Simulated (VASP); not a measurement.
Input of a VASP 6.6.1 run:

The input INCAR:

```
  ALGO = Normal
  EDIFF = 1E-8
  ENCUT = 520
  GGA = PE
  ISIF = 2
  ISMEAR = 0
  LASPH = True
  LCHARG = False
  LEFG = True
  LREAL = False
  LWAVE = False
  NBANDS = 26
  NELM = 80
  PREC = Accurate
  SIGMA = 0.05
```

File KPOINTS:

```
k-points
0
Gamma
  8 8 4
```

POSCAR

```
ZnS
1.0
    3.8458156461      0.0000000000      0.0000000000
   -1.9229078231      3.3305740478      0.0000000000
    0.0000000000      0.0000000000      6.3039698350
Zn S
2 2
Direct
    0.3333333333      0.6666666667      0.0052008606
    0.6666666667      0.3333333333      0.5052008606
    0.3333333333      0.6666666667      0.3797991394
    0.6666666667      0.3333333333      0.8797991394
```

Potentials or basis: VASP PAW PBE potentials, release 64 (Zn, S).

Launch:

```sh
$ cat potpaw_PBE.64/Zn/POTCAR potpaw_PBE.64/S/POTCAR > POTCAR
$ mpirun -np 1 vasp_std > vasp.out
```

Task: Estimate the band gap on the k mesh.

Result: 2.08 eV.

Task: Predict the pressure.

Result: 0.1 GPa.

Electric field gradients, principal values (V/Å²):
```
atom   least  middle  greatest (by size)
1 Zn  -0.293  -0.301               0.595
2 Zn  -0.293  -0.301               0.595
 3 S  -1.225  -1.226               2.451
 4 S  -1.225  -1.226               2.451
```

Caveat: without QUAD_EFG the Cq values of the log hold for a quadrupole moment of 1 mb, not for the nuclei.

**Experimental background.**

A printed reference work, monograph reports, for a bulk crystal of ZnS at 4 K: band gap 3.911 eV (direct).

Against the measured gap of ZnS, 3.911 eV (direct; 4 K; a printed reference work, monograph), the calculated 2.08 eV is off by -1.83 eV. The value is that of PBE, without temperature or zero-point motion. Semilocal functionals fall short of measured gaps as a rule.
